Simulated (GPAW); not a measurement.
Runs of GPAW 26.7.0 on I. The structure is orthorhombic, space group Cmce (No. 64). Conventional cell: a = 7.270 Å, b = 4.790 Å, c = 9.793 Å, α = 90.00°, β = 90.00°, γ = 90.00°. I (site symmetry m) is surrounded by 1 I at 2.68 Å. 

| task | level | potentials or basis | cutoff (eV) | smearing | response ecut | maxiter | response k mesh | response bands | kernels | gap on the mesh (eV) | pressure (GPa) | largest force (eV/Å) |
| --- | --- | --- | --- | --- | --- | --- | --- | --- | --- | --- | --- | --- |
| dielectric tensor | LDA | the program's PAW data sets (release 1.2.1) made for this functional, pw | 450 | fermi-dirac 0.001 eV | 80 eV | 150 | 8 × 8 × 4 | 54 | ["RPA", "LR0.1", "LR0.3"] | 1.20 | - | - |
| single point | LDA | the program's PAW data sets (release 1.2.1) made for this functional, pw | 450 | fermi-dirac 0.05 eV | - | 120 | - | - | - | 1.20 | -0.6 | 0.88 |
| single point | PBE | GPAW PAW data sets (gpaw-data 1.2.1), pw | 450 | fermi-dirac 0.05 eV | - | 120 | - | - | - | 1.30 | 2.0 | (a) |
| dielectric tensor | PBE | GPAW PAW data sets (gpaw-data 1.2.1), pw | 450 | fermi-dirac 0.001 eV | 80 eV | 150 | 8 × 8 × 4 | 54 | ["RPA", "LR0.1", "ALDA_X"] | 1.30 | - | - |

Alike in all rows: no spin polarisation; cell as given; k mesh 6 × 6 × 3.

Fill in the values left out.

(a) 1.00.

Caveats: spin-orbit coupling is left out, which moves the levels of the heavy elements; the long-wavelength limit can be off by a per cent or two (some runs); the cutoff is short for stress and forces, so pressures can be off by a GPa or more (some runs); an odd mesh through Γ misses points on the zone boundary, where band edges often lie (some runs).

A k mesh can miss the band edges, and the runs leave out spin-orbit coupling on I.
